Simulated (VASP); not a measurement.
Runs of VASP 6.6.1 on C. Symmetry: P6_3/mmc, No. 194, hexagonal system. The conventional cell has a = 2.522 Å, b = 2.522 Å, c = 8.237 Å, α = 90.00°, β = 90.00°, γ = 120.00°. Around C (site symmetry 3m) lie 4 C at 1.54 Å. C (site symmetry 3m) has 4 C at 1.54 Å as nearest neighbours. This is a hexagonal form of diamond, not graphite.

```tsv
level	gap on the mesh (eV)	pressure (GPa)	relaxed volume (Å³/atom)
vdW-DF2	4.99	0.0	5.86
vdW-DF	(c)	0.0	(b)
optPBE-vdW	4.68	0.0	5.75
BEEF-vdW	4.70	0.0	5.69
optB88-vdW	4.72	0.0	(a)
```

Alike in all rows: task relaxation of cell and atoms; potentials or basis VASP PAW PBE potentials, release 64 (C); no spin polarisation; cell relaxed; k mesh 12 × 12 × 4; cutoff (eV) 600; smearing fermi-dirac 0.05 eV.

Problem. Fill in the values left out.

Solution. (a) 5.72; (b) 5.83; (c) 4.75.

Caveats: the PAW data sets were made with another functional, which shifts forces and pressure a little.

A k mesh can miss the band edges.

Runs at the PBE level aren't shown here.
